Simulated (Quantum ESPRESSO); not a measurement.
# MgO (Fm-3m) in Quantum ESPRESSO: settings compared

The runs below take MgO through phonons, with LDA, PBE, PBEsol, WC, RPBE.

All numbers are computed with Quantum ESPRESSO 7.5; they aren't measurements. Logs are shortened: lines on timing, memory, paths and dates and some standing lists are left out, and cuts for length are marked.

**The experiment to reproduce.**

From “Infrared Optical Properties of Ferropericlase (Mg1-xFexO): Experiment and Theory”, 2007, arxiv:0704.2267, for a bulk crystal of MgO at 295 K: high-frequency dielectric constant 2.95 ± 0.1.

How close the calculation comes is told below.

## Step 1: Starting point

The structure is cubic, space group Fm-3m (No. 225). Conventional cell: a = 4.194 Å, b = 4.194 Å, c = 4.194 Å, α = 90.00°, β = 90.00°, γ = 90.00°. Mg (site symmetry m-3m) has 6 O at 2.10 Å as nearest neighbours. Around O (site symmetry m-3m) lie 6 Mg at 2.10 Å.

The cell is a database's computed one.

## Step 2: Phonons, LDA

pw.in

```
&CONTROL
  calculation = 'scf'
  prefix = 'pwscf'
  outdir = './tmp'
  pseudo_dir = './pseudo'
  tprnfor = .true.
  tstress = .true.
  disk_io = 'low'
/
&SYSTEM
  ibrav = 0
  nat = 2
  ntyp = 2
  ecutwfc = 84
  nbnd = 14
  occupations = 'smearing'
  smearing = 'fd'
  degauss = 0.00367493
/
&ELECTRONS
  conv_thr = 4d-10
  electron_maxstep = 120
  mixing_beta = 0.5
/
ATOMIC_SPECIES
Mg    24.3050 Mg.upf
O     15.9990 O.upf
CELL_PARAMETERS angstrom
   0.0000000000    2.0970013927    2.0970013927
   2.0970013927    0.0000000000    2.0970013927
   2.0970013927    2.0970013927    0.0000000000
ATOMIC_POSITIONS angstrom
Mg     0.0000000000    0.0000000000    0.0000000000
O      2.0970013927    2.0970013927    2.0970013927
K_POINTS automatic
6 6 6 1 1 1
```

relax.in

```
&CONTROL
  calculation = 'vc-relax'
  prefix = 'pwscf'
  outdir = './tmp'
  pseudo_dir = './pseudo'
  tprnfor = .true.
  tstress = .true.
  disk_io = 'low'
  nstep = 40
  forc_conv_thr = 0.0001
  etot_conv_thr = 1d-06
/
&SYSTEM
  ibrav = 0
  nat = 2
  ntyp = 2
  ecutwfc = 84
  nbnd = 14
  occupations = 'smearing'
  smearing = 'fd'
  degauss = 0.00367493
/
&ELECTRONS
  conv_thr = 4d-10
  electron_maxstep = 120
  mixing_beta = 0.5
/
&IONS
  ion_dynamics = 'bfgs'
/
&CELL
  cell_dynamics = 'bfgs'
  press = 0
  press_conv_thr = 0.2
/
ATOMIC_SPECIES
Mg    24.3050 Mg.upf
O     15.9990 O.upf
CELL_PARAMETERS angstrom
   0.0000000000    2.0970013927    2.0970013927
   2.0970013927    0.0000000000    2.0970013927
   2.0970013927    2.0970013927    0.0000000000
ATOMIC_POSITIONS angstrom
Mg     0.0000000000    0.0000000000    0.0000000000
O      2.0970013927    2.0970013927    2.0970013927
K_POINTS automatic
6 6 6 1 1 1
```

scf2.in

```
&CONTROL
  calculation = 'scf'
  prefix = 'pwscf'
  outdir = './tmp'
  pseudo_dir = './pseudo'
  tprnfor = .true.
  tstress = .true.
  disk_io = 'low'
/
&SYSTEM
  ibrav = 0
  nat = 2
  ntyp = 2
  ecutwfc = 84
  nbnd = 14
  occupations = 'fixed'
/
&ELECTRONS
  conv_thr = 1d-13
  electron_maxstep = 120
  mixing_beta = 0.5
  startingpot = 'file'
  startingwfc = 'file'
/
ATOMIC_SPECIES
Mg    24.3050 Mg.upf
O     15.9990 O.upf
CELL_PARAMETERS angstrom
   0.0000000000    2.0800387553    2.0800387553
   2.0800387553    0.0000000000    2.0800387553
   2.0800387553    2.0800387553    0.0000000000
ATOMIC_POSITIONS angstrom
Mg     0.0000000000    0.0000000000    0.0000000000
O      2.0800387553    2.0800387553    2.0800387553
K_POINTS automatic
6 6 6 1 1 1
```

ph.in

```
phonons of MgO
&INPUTPH
  prefix = 'pwscf'
  outdir = './tmp'
  tr2_ph = 1d-18
  fildyn = 'dyn'
  niter_ph = 90
  alpha_mix(1) = 0.7
  epsil = .true.
/
0.0000000000 0.0000000000 0.0000000000
```

dynmat.in

```
&INPUT
  fildyn = 'dyn'
  asr = 'crystal'
  lperm = .true.
  filout = 'dynmat.disp'
  fileig = 'dynmat.eig'
/
```

dynmat_lo.in

```
&INPUT
  fildyn = 'dyn'
  asr = 'crystal'
  filout = 'dynmat_lo.disp'
  fileig = 'dynmat_lo.eig'
  q(1) = 0
  q(2) = 0
  q(3) = 1
/
```

Potentials or basis: PseudoDojo 0.4.1 SR LDA standard.

Started as:

```
$ OMP_NUM_THREADS=1 pw.x -in pw.in > pw.out
$ OMP_NUM_THREADS=1 pw.x -in relax.in > relax.out
$ OMP_NUM_THREADS=1 pw.x -in scf2.in > scf2.out
$ OMP_NUM_THREADS=1 ph.x -in ph.in > ph.out
$ OMP_NUM_THREADS=1 dynmat.x -in dynmat.in > dynmat.out
$ OMP_NUM_THREADS=1 dynmat.x -in dynmat_lo.in > dynmat_lo.out
```

pw.out:

```text
This program is part of the open-source Quantum ESPRESSO suite
     for quantum simulation of materials; please cite
[... 9 lines left out ...]
     --------------------
     sticks:   dense  smooth     PW     G-vecs:    dense   smooth      PW
     Sum         733     733    223                12939    12939    2229

     Using Slab Decomposition

     bravais-lattice index     =            0
     lattice parameter (alat)  =       5.6042  a.u.
     unit-cell volume          =     124.4580 (a.u.)^3
     number of atoms/cell      =            2
     number of atomic types    =            2
     number of electrons       =        16.00
     number of Kohn-Sham states=           14
     kinetic-energy cutoff     =      84.0000  Ry
     charge density cutoff     =     336.0000  Ry
     scf convergence threshold =      4.0E-10
     mixing beta               =       0.5000
     number of iterations used =            8  plain     mixing
     Exchange-correlation= SLA  PW   NOGX NOGC
                           (   1   4   0   0   0   0   0)

     celldm(1)=   5.604187  celldm(2)=   0.000000  celldm(3)=   0.000000
     celldm(4)=   0.000000  celldm(5)=   0.000000  celldm(6)=   0.000000

     crystal axes: (cart. coord. in units of alat)
               a(1) = (   0.000000   0.707107   0.707107 )
               a(2) = (   0.707107   0.000000   0.707107 )
               a(3) = (   0.707107   0.707107   0.000000 )

     reciprocal axes: (cart. coord. in units 2 pi/alat)
               b(1) = ( -0.707107  0.707107  0.707107 )
               b(2) = (  0.707107 -0.707107  0.707107 )
               b(3) = (  0.707107  0.707107 -0.707107 )

     PseudoPot. # 1 for Mg read from file:
     Mg.upf
     Pseudo is Norm-conserving, Zval = 10.0
     Generated using ONCVPSP code by D. R. Hamann
     Using radial grid of 1510 points,  4 beta functions with:
                l(1) =   0
                l(2) =   0
                l(3) =   1
                l(4) =   1

     PseudoPot. # 2 for O  read from file:
     O.upf
     Pseudo is Norm-conserving + core correction, Zval =  6.0
     Generated using ONCVPSP code by D. R. Hamann
     Using radial grid of  926 points,  5 beta functions with:
                l(1) =   0
                l(2) =   0
                l(3) =   1
                l(4) =   1
                l(5) =   2

     atomic species   valence    mass     pseudopotential
     Mg               10.00    24.30500     Mg( 1.00)
     O                 6.00    15.99900     O ( 1.00)

     48 Sym. Ops., with inversion, found

   Cartesian axes

     site n.     atom                  positions (alat units)
         1        Mg     tau(   1) = (   0.0000000   0.0000000   0.0000000  )
         2        O      tau(   2) = (   0.7071068   0.7071068   0.7071068  )

     number of k points=    28  Fermi-Dirac smearing, width (Ry)=  0.0037
                       cart. coord. in units 2pi/alat
        k(    1) = (   0.0589256   0.0589256   0.0589256), wk =   0.0185185
        k(    2) = (   0.1767767   0.1767767  -0.0589256), wk =   0.0555556
        k(    3) = (   0.2946278   0.2946278  -0.1767767), wk =   0.0555556
        k(    4) = (  -0.2946278  -0.2946278   0.4124790), wk =   0.0555556
        k(    5) = (  -0.1767767  -0.1767767   0.2946278), wk =   0.0555556
        k(    6) = (  -0.0589256  -0.0589256   0.1767767), wk =   0.0555556
[... 20 lines left out ...]
        k(   27) = (   0.2946278   0.2946278   0.2946278), wk =   0.0185185
        k(   28) = (  -0.2946278  -0.2946278   0.8838835), wk =   0.0555556

     Dense  grid:    12939 G-vectors     FFT dimensions: (  36,  36,  36)

     Initial potential from superposition of free atoms

     starting charge      15.9993, renormalised to      16.0000
     Starting wfcs are    9 randomized atomic wfcs +    5 random wfcs

     Self-consistent Calculation

     iteration #  1     ecut=    84.00 Ry     beta= 0.50
     Davidson diagonalization with overlap
     ethr =  1.00E-02,  avg # of iterations =  5.0

     total energy              =    -151.72256243 Ry
     estimated scf accuracy    <       0.36757630 Ry

     iteration #  2     ecut=    84.00 Ry     beta= 0.50
     Davidson diagonalization with overlap
     ethr =  2.30E-03,  avg # of iterations =  2.1

     total energy              =    -151.82421491 Ry
     estimated scf accuracy    <       0.06434804 Ry

     iteration #  3     ecut=    84.00 Ry     beta= 0.50
     Davidson diagonalization with overlap
     ethr =  4.02E-04,  avg # of iterations =  2.0

     total energy              =    -151.83458997 Ry
     estimated scf accuracy    <       0.00292776 Ry

     iteration #  4     ecut=    84.00 Ry     beta= 0.50
     Davidson diagonalization with overlap
     ethr =  1.83E-05,  avg # of iterations =  2.3

     total energy              =    -151.83477854 Ry
     estimated scf accuracy    <       0.00006161 Ry

     iteration #  5     ecut=    84.00 Ry     beta= 0.50
     Davidson diagonalization with overlap
     ethr =  3.85E-07,  avg # of iterations =  2.6

     total energy              =    -151.83478484 Ry
     estimated scf accuracy    <       0.00000212 Ry

     iteration #  6     ecut=    84.00 Ry     beta= 0.50
     Davidson diagonalization with overlap
     ethr =  1.33E-08,  avg # of iterations =  1.1

     total energy              =    -151.83478477 Ry
     estimated scf accuracy    <       0.00000039 Ry

     iteration #  7     ecut=    84.00 Ry     beta= 0.50
     Davidson diagonalization with overlap
     ethr =  2.42E-09,  avg # of iterations =  1.0

     total energy              =    -151.83478478 Ry
     estimated scf accuracy    <       0.00000004 Ry

     iteration #  8     ecut=    84.00 Ry     beta= 0.50
     Davidson diagonalization with overlap
     ethr =  2.48E-10,  avg # of iterations =  2.0

     total energy              =    -151.83478479 Ry
     estimated scf accuracy    <          9.2E-10 Ry

     iteration #  9     ecut=    84.00 Ry     beta= 0.50
     Davidson diagonalization with overlap
     ethr =  5.73E-12,  avg # of iterations =  1.4

     End of self-consistent calculation

          k = 0.0589 0.0589 0.0589 (  1624 PWs)   bands (ev):

   -63.6256 -31.0420 -31.0363 -31.0363  -9.0711   7.3775   7.8020   7.8020
    13.1150  22.6394  23.7861  23.7861  28.7977  28.8047

          k = 0.1768 0.1768-0.0589 (  1604 PWs)   bands (ev):

   -63.6224 -31.0685 -31.0438 -31.0376  -8.6779   5.8320   7.3713   7.6463
    14.6609  20.6358  24.0404  24.6158  26.8233  28.6230

          k = 0.2946 0.2946-0.1768 (  1625 PWs)   bands (ev):

   -63.6176 -31.1116 -31.0492 -31.0428  -7.9904   3.8862   6.9861   7.3106
    15.9239  20.0321  23.5262  24.4548  28.3572  29.5478

          k =-0.2946-0.2946 0.4125 (  1619 PWs)   bands (ev):

   -63.6159 -31.1266 -31.0488 -31.0467  -7.7187   3.2501   6.9418   7.1337
    16.0330  20.3126  23.2489  24.2042  29.2975  30.0265

          k =-0.1768-0.1768 0.2946 (  1609 PWs)   bands (ev):

   -63.6191 -31.0985 -31.0454 -31.0435  -8.2141   4.4502   7.2507   7.2700
    15.6766  19.9275  23.8475  24.4913  27.2946  29.5692

          k =-0.0589-0.0589 0.1768 (  1609 PWs)   bands (ev):

   -63.6239 -31.0545 -31.0402 -31.0388  -8.8667   6.5447   7.6010   7.6309
    14.0348  21.2324  24.1569  24.1697  26.7686  29.3633

          k = 0.2946 0.0589 0.0589 (  1622 PWs)   bands (ev):

   -63.6210 -31.0724 -31.0470 -31.0461  -8.5087   5.5354   7.2551   7.2777
    15.3569  19.6973  23.9860  24.8009  25.3058  30.4177

          k = 0.4125 0.1768-0.0589 (  1620 PWs)   bands (ev):

   -63.6170 -31.0980 -31.0600 -31.0504  -7.9772   4.4264   6.5010   7.0054
    16.9298  18.9432  22.1204  25.1807  26.3829  31.0921

          k =-0.1768-0.4125 0.5303 (  1617 PWs)   bands (ev):

   -63.6145 -31.1141 -31.0684 -31.0534  -7.5884   3.7850   5.8725   6.8463
    17.4684  19.9153  21.1821  24.7495  27.8657  30.5741

          k =-0.0589-0.2946 0.4125 (  1614 PWs)   bands (ev):

   -63.6159 -31.1047 -31.0682 -31.0476  -7.7989   4.1644   5.9683   7.0743
    17.3228  19.4948  21.7260  24.9721  27.7167  29.5703

          k = 0.0589-0.1768 0.2946 (  1615 PWs)   bands (ev):

   -63.6199 -31.0847 -31.0511 -31.0418  -8.3511   5.0341   6.9664   7.4002
    15.7178  19.7620  23.4943  25.0495  26.0588  29.6351

          k = 0.5303 0.0589 0.0589 (  1623 PWs)   bands (ev):

   -63.6148 -31.1052 -31.0641 -31.0616  -7.7239   4.0791   6.4815   6.6662
    17.4718  17.7550  21.0892  26.1320  26.2424  33.3746

          k =-0.0589-0.5303 0.6482 (  1629 PWs)   bands (ev):

   -63.6131 -31.1075 -31.0761 -31.0649  -7.4815   4.0327   5.7574   6.4260
    17.7705  18.7354  20.5174  25.2197  27.1193  33.6362

          k = 0.0589-0.4125 0.5303 (  1619 PWs)   bands (ev):

   -63.6137 -31.1024 -31.0849 -31.0565  -7.5045   4.2995   5.0831   6.7079
    18.2197  19.8489  20.3712  24.7337  27.6773  30.5721

          k = 0.1768-0.2946 0.4125 (  1618 PWs)   bands (ev):

   -63.6159 -31.1175 -31.0563 -31.0475  -7.7591   3.6317   6.5399   7.0920
    16.5783  20.0088  22.4093  24.5513  28.3754  30.1450

          k =-0.6482 0.0589 0.0589 (  1622 PWs)   bands (ev):

   -63.6131 -31.1129 -31.0692 -31.0656  -7.5125   3.7965   6.2811   6.5185
    17.1254  17.9420  20.8004  26.4877  26.5096  33.8282

          k =-0.5303 0.1768-0.0589 (  1628 PWs)   bands (ev):

   -63.6145 -31.1054 -31.0691 -31.0596  -7.6599   4.1111   6.0607   6.6374
    17.8115  18.5259  20.9250  25.2865  26.8351  32.4387

          k =-0.4125 0.0589 0.0589 (  1623 PWs)   bands (ev):

   -63.6176 -31.0908 -31.0555 -31.0548  -8.0897   4.6674   6.8334   6.9372
    16.6808  18.4536  22.2678  25.5080  25.7551  31.8109

          k = 0.1768 0.1768 0.1768 (  1618 PWs)   bands (ev):

   -63.6212 -31.0830 -31.0405 -31.0405  -8.5062   5.1515   7.5040   7.5040
    14.9736  20.3502  24.4269  24.4269  27.9584  27.9584

          k = 0.2946 0.2946 0.0589 (  1615 PWs)   bands (ev):

   -63.6181 -31.0974 -31.0589 -31.0418  -8.0866   4.4835   6.4851   7.3593
    16.4023  19.6984  22.7760  25.1919  26.8941  29.3058

          k =-0.2946-0.2946 0.6482 (  1613 PWs)   bands (ev):

   -63.6147 -31.1063 -31.0776 -31.0496  -7.6242   4.1048   5.4354   7.0097
    17.7393  19.8085  21.0452  25.1678  27.9167  29.4785

          k =-0.1768-0.1768 0.5303 (  1617 PWs)   bands (ev):

   -63.6145 -31.1100 -31.0689 -31.0562  -7.6244   3.9557   5.8930   6.8122
    17.4921  19.3664  21.0239  25.3698  26.6147  32.3924

          k = 0.4125 0.1768 0.1768 (  1614 PWs)   bands (ev):

   -63.6166 -31.1085 -31.0538 -31.0511  -7.8893   4.0156   6.6465   7.0174
    16.6407  19.5277  22.3384  24.8521  27.0144  31.1830

          k =-0.1768-0.4125 0.7660 (  1620 PWs)   bands (ev):

   -63.6141 -31.1046 -31.0773 -31.0573  -7.5708   4.1839   5.5147   6.6287
    18.2988  19.3329  20.6841  24.5003  28.1991  30.1464

          k =-0.0589-0.2946 0.6482 (  1615 PWs)   bands (ev):

   -63.6131 -31.0988 -31.0853 -31.0654  -7.4502   4.4551   5.1482   6.2516
    18.7732  19.5991  20.0304  23.8733  28.5008  30.8266

          k =-0.7660 0.1768 0.1768 (  1628 PWs)   bands (ev):

   -63.6133 -31.1040 -31.0840 -31.0591  -7.4808   4.2036   5.2164   6.6989
    17.8331  19.4980  20.3696  25.7756  26.1971  32.9687

          k = 0.2946 0.2946 0.2946 (  1616 PWs)   bands (ev):

   -63.6168 -31.1235 -31.0446 -31.0446  -7.8457   3.3846   7.2275   7.2275
    15.6837  20.2746  24.1068  24.1068  28.8587  29.8370

          k =-0.2946-0.2946 0.8839 (  1610 PWs)   bands (ev):

   -63.6152 -31.1197 -31.0613 -31.0486  -7.6477   3.5384   6.2407   7.0546
    16.8590  20.1476  21.9173  24.6556  28.5525  30.2275

     the Fermi energy is     9.7148 ev

!    total energy              =    -151.83478479 Ry
     estimated scf accuracy    <          3.0E-11 Ry
     smearing contrib. (-TS)   =       0.00000000 Ry
     internal energy E=F+TS    =    -151.83478479 Ry

     The total energy is F=E-TS. E is the sum of the following terms:
     one-electron contribution =     -73.78724914 Ry
     hartree contribution      =      41.01862913 Ry
     xc contribution           =     -23.89139908 Ry
     ewald contribution        =     -95.17476569 Ry

     convergence has been achieved in   9 iterations

     Forces acting on atoms (cartesian axes, Ry/au):

     atom    1 type  1   force =     0.00000000   -0.00000000   -0.00000000
     atom    2 type  2   force =    -0.00000000    0.00000000    0.00000000

     Total force =     0.000000     Total SCF correction =     0.000000

     Computing stress (Cartesian axis) and pressure

          total   stress  (Ry/bohr**3)                   (kbar)     P=      -40.26
  -0.00027371   0.00000000   0.00000000          -40.26        0.00        0.00
   0.00000000  -0.00027371   0.00000000            0.00      -40.26        0.00
   0.00000000   0.00000000  -0.00027371            0.00        0.00      -40.26

=------------------------------------------------------------------------------=
   JOB DONE.
=------------------------------------------------------------------------------=
```

Wall time 4.1 min (1 thread of Arm Neoverse V1, shared host); peak memory 0.05 GiB.

What came out:

```yaml
Free_energy: -2065.8230 eV
Relaxed_volume: 9.00 Å³/atom
Relaxed_cell: a = 2.942 Å, b = 2.942 Å, c = 2.942 Å, α = 60.00°, β = 60.00°, γ = 60.00°
Space_group_after_relaxing_to_0.05_Å: Fm-3m (No. 225)
Pressure_after_relaxing: 0.0 GPa
Electronic_dielectric_tensor_diagonal: 3.17
Born_charges_mean_of_the_diagonal: Mg +1.97; O -1.97 e
Highest_phonon_frequency_at_Γ_LO-TO_splitting_left_out: 409 cm⁻¹
Static_dielectric_tensor_diagonal: 9.75
```

Step by step:
```csv
step,energy change (eV),largest force (eV/Å),pressure (GPa),volume (Å³)
1,0.0000,0.0000,-4.03,18.44
2,-0.0056,0.0000,-0.65,18.07
3,-0.0057,0.0000,0.03,18.00
4,-0.0057,0.0000,0.00,18.00
```

Final structure:
```
Mg O
1.0
     0.00000    2.08004    2.08004
     2.08004    0.00000    2.08004
     2.08004    2.08004    0.00000
Mg O
1 1
Direct
  0.00000 0.00000 0.00000
  0.50000 0.50000 0.50000
```

Phonon frequencies in cm⁻¹ (negative: imaginary):
| q point | frequencies |
| --- | --- |
| (0.000, 0.000, 0.000) | 3 3 3 409 409 409 |

Electronic dielectric tensor:
```
3.17 0.00 0.00
0.00 3.17 0.00
0.00 0.00 3.17
```

Born effective charge tensors (e):
atom 1, Mg
```
1.97 0.00 0.00
0.00 1.97 0.00
0.00 0.00 1.97
```
atom 2, O
```
-1.97  0.00  0.00
 0.00 -1.97  0.00
 0.00  0.00 -1.97
```

Optical modes at Γ, degenerate ones joined, polar ones without the macroscopic field:
```
cm⁻¹  components  symmetry  active in  IR intensity, summed ((D/Å)²/amu)
 409           3       T1u         IR                              27.89
```

Zone-centre frequencies without and with the macroscopic field along z (cm⁻¹):
|  | optical modes in rising order |
| --- | --- |
| without | 409 409 409 |
| with the field | 409 409 718 |

Static dielectric tensor, electrons and zone-centre modes:
```
9.75 0.00 0.00
0.00 9.75 0.00
0.00 0.00 9.75
```

(Part 1 of 4 ends here.)
